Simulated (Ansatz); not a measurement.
**Which way does ZrS2 + SnSe2 ⇌ ZrSe2 + SnS2 run?**

Plane-wave DFT in Ansatz with scalar-relativistic PAW potentials, cutoff 420 eV, Γ-centred meshes chosen by cell and gap, Gaussian smearing with energies taken to zero width. Every cell was relaxed (cell and atoms) in a run of its own, within the symmetry of its start. Functional: PBEsol.

Total energies hold large constants for each element; a whole number of eV per atom of each element is taken off below, which cancels in a balanced reaction.

| compound | lowest structure computed | structures tried | V (Å³/atom) | gap on mesh (eV) | E (eV per formula unit, common shift removed) |
| --- | --- | --- | --- | --- | --- |
| ZrS2 | P-3m1 | 1 | 22.36 | 0.77 | -4.1556 |
| SnSe2 | P-3m1 | 1 | 25.89 | 0.60 | -1.2213 |
| ZrSe2 | P-3m1 | 1 | 24.65 | 0.09 | -4.0850 |
| SnS2 | P-3m1 | 5 | 23.40 | 1.44 | -0.8328 |

**Question.** Work out the reaction energy at 0 K.

**Answer.** ΔE = E(ZrSe2) + E(SnS2) − E(ZrS2) − E(SnSe2) = 0.459 eV, or 44 kJ per mole of reaction (77 meV/atom). The left side is lower: Zr takes S and Sn takes Se. All four are computed as solids; where they are solids at ordinary conditions entropy changes little. A lower structure that wasn't tried would shift the value, and mixed crystals may lie lower than either side.

An odd mesh misses points on the zone edge, so a gap read on it can be too wide. Each cell of SnS2, SnSe2, ZrS2, ZrSe2 holds layers, and where no dispersion correction was added their binding is poorly described.